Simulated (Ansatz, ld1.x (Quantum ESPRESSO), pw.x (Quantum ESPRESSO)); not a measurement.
# Equation-of-state test of one RRKJ potential (Sn)

Sn (Z = 50), norm-conserving RRKJ (Kleinman–Bylander form), made with ld1.x (Quantum ESPRESSO) 7.5 (PBEsol, scalar-relativistic). Core [Kr] 4d10, reference 5s2 5p2. Waves: 5p (bound): rc 2.00 bohr; 5s (bound): rc 2.15 bohr. Local part: the s channel. Core correction: none. rho0 = 0.005.

Atomic tests: cutoffs needed: 21 Ry and 30 Ry (the cutoffs (Ry, on a coarse ladder) from which the occupation-weighted sum of valence levels, in a spherical-Bessel basis at the reference potential, stays within 10 and 1 mRy of its value at 400 Ry); ghost test: no extra level below or beside the all-electron valence levels (p, s, d, f tested) (spherical-Bessel basis up to 400 Ry, 20 bohr box); largest excitation error: +36 meV (all-electron minus pseudo) for 5s1 5p0, out of 7 test configurations.

Crystal test: fcc Sn in pw.x 7.5, no spin, 12³ k-points, Fermi–Dirac smearing 0.01 Ry, cutoffs 40/160 Ry. The reference is all-electron LAPW (Ansatz 0.2.0) with the same functional, mesh and smearing; V0 and B0 come from Birch–Murnaghan fits to the pressures at five volumes. Errors are pseudo minus all-electron; Δ is the rms difference of the E(V) curves that follow from these fits, minima aligned, over ±6 % about the mean V0. Mesh and smearing are coarse, so the numbers serve the comparison and aren't converged zero-temperature values; the lattice is a test structure that the element need not adopt.

All-electron: a0 = 4.732 Å (V0 = 26.49 Å³/atom), B0 = 55.2 GPa.

How far does the potential miss the all-electron equation of state?

mean pressure error (GPa): -11.65. The pressure does not cross zero within the volumes sampled, so no fit is given. This is a poor potential for the solid. The atomic tests give no hint of an error of this size, and its cause was not traced.

| V (Å³/atom) | P all-electron (GPa) | P pseudo (GPa) |
| --- | --- | --- |
| 25.225 | 3.04 | -10.99 |
| 25.889 | 1.34 | -11.34 |
| 26.553 | -0.13 | -11.63 |
| 27.217 | -1.40 | -11.86 |
| 27.881 | -2.50 | -12.04 |

At the middle volume, how do free energy and pressure move when the wave cutoff is lowered (ecutrho kept at four times it)?

| cutoff (Ry) | shift of F (meV/atom) | shift of P (GPa) |
| --- | --- | --- |
| 18 | +150.4 | -1.46 |
| 24 | +33.6 | -1.02 |
| 32 | +2.0 | +0.06 |

The run at the middle volume (72 k-points, 5 iterations) took about 3.6 s on one core of a shared host (Neoverse-V1, 32 threads, 247 GiB, load 12).
